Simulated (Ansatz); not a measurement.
The cell is ZnGeP2 as one 8-atom ordering (I-42d) on the zincblende lattice; cell and atoms were relaxed with r2SCAN. It is tetragonal, I-42d (No. 122); a = 5.447 Å, c = 10.731 Å in the conventional setting, 19.90 Å³ an atom. Zn has 4 P at 2.36 Å; P has 2 Ge at 2.33 Å and 2 Zn at 2.36 Å; Ge has 4 P at 2.33 Å.

```yaml
crystal:
  lattice:
    - [-2.72335, 2.72335, 5.36555]
    - [2.72335, -2.72335, 5.36555]
    - [2.72335, 2.72335, -5.36555]
  atoms:
    - { symbol: Zn, position: [0.00000, 0.00000, 0.00000] }
    - { symbol: P, position: [0.37500, 0.37921, 0.50421] }
    - { symbol: Zn, position: [0.75000, 0.25000, 0.50000] }
    - { symbol: P, position: [0.12921, 0.62500, 0.00421] }
    - { symbol: Ge, position: [0.50000, 0.50000, 0.00000] }
    - { symbol: P, position: [0.87500, 0.87079, 0.49579] }
    - { symbol: Ge, position: [0.25000, 0.75000, 0.50000] }
    - { symbol: P, position: [0.62079, 0.12500, 0.99579] }
```

3 runs of Ansatz on this cell differ in the functional (and in the settings that go with it). Levels are in eV from each run's valence top; v1 is the last filled band, c1 the first empty one.

Run A, mean stress +0.8 GPa (compression positive):
```
point     v4     v3     v2     v1    c1    c2
    Γ  -2.80  -0.08  -0.08   0.00  2.04  2.36
    X  -1.29  -1.29  -0.83  -0.83  2.06  2.06
    P  -1.27  -1.27  -1.20  -1.20  2.68  2.68
    N  -2.60  -2.03  -1.72  -1.05  3.27  3.36
```

Run B, mean stress +0.6 GPa (compression positive):
```
point     v4     v3     v2     v1    c1    c2
    Γ  -2.86  -0.08  -0.08   0.00  2.70  2.99
    X  -1.32  -1.32  -0.85  -0.85  2.70  2.70
    P  -1.30  -1.30  -1.22  -1.22  3.34  3.34
    N  -2.65  -2.09  -1.76  -1.08  3.94  4.04
```

Run C, mean stress +2.4 GPa (compression positive):
```
point     v4     v3     v2     v1    c1    c2
    Γ  -2.58  -0.08  -0.08   0.00  1.40  1.40
    X  -1.20  -1.20  -0.75  -0.75  1.24  1.24
    P  -1.18  -1.18  -1.11  -1.11  1.88  1.88
    N  -2.47  -1.87  -1.64  -0.97  2.40  2.52
```

Q: Match the runs to PBE, HSE06, PBE0.

A: A is HSE06, B is PBE0, C is PBE. In order of the gap: PBE 1.21, HSE06 1.89, PBE0 2.54 eV.

These are computed values for a spin-unpolarised cell that may be hypothetical; none is a measurement.

The runs are scalar-relativistic, without spin-orbit coupling.

The program warns that its thresholds are loose for a hybrid's stress.

The meshes of the hybrids are coarse, so their gaps aren't converged to the digits shown.
